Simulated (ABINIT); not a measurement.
Runs of ABINIT 10.8.3 (patched build) on C. Symmetry: P6_3/mmc, No. 194, hexagonal system. Conventional cell: a = 2.522 Å, b = 2.522 Å, c = 8.237 Å, α = 90.00°, β = 90.00°, γ = 120.00°. C (site symmetry 3m) has 4 C at 1.54 Å as nearest neighbours. C (site symmetry 3m) is surrounded by 4 C at 1.54 Å. This is a hexagonal form of diamond, not graphite.

```tsv
task	level	potentials or basis	k mesh	mesh quality	gap on the mesh (eV)	pressure (GPa)	largest force (eV/Å)
single point	LDA	JTH PAW LDA v2.0	10 × 10 × 3	not flagged	4.38	-13.3	0.33
single point	PBEsol	JTH PAW PBE v2.0	10 × 10 × 3	not flagged	(a)	(b)	0.33
single point	PBE	JTH PAW PBE v2.0	7 × 7 × 2	not flagged	4.41	1.7	0.33
single point	PBE	JTH PAW PBE v2.0	10 × 10 × 3	not flagged	4.41	1.7	0.33
single point	LDA	JTH PAW LDA v2.0	5 × 5 × 2	coarse	4.37	-13.1	0.35
band structure	LDA-VWN	JTH PAW LDA v2.0	12 × 12 × 4	not flagged	4.37	-13.5	0.33
single point	PBE	JTH PAW PBE v2.0	5 × 5 × 2	coarse	4.41	1.9	0.35
single point	LDA	JTH PAW LDA v2.0	16 × 16 × 5	not flagged	4.38	-13.3	0.33
```

Alike in all rows: no spin polarisation; cell as given; cutoff (eV) 544; smearing fermi-dirac 0.05 eV.

Estimate the missing entries.

(a) 4.27; (b) -4.8.

Caveats: some runs use coarse meshes; the atomic spheres overlap; an odd mesh through Γ misses points on the zone boundary, where band edges often lie (some runs); the PAW data sets were made with another functional, which shifts forces and pressure a little (some runs).
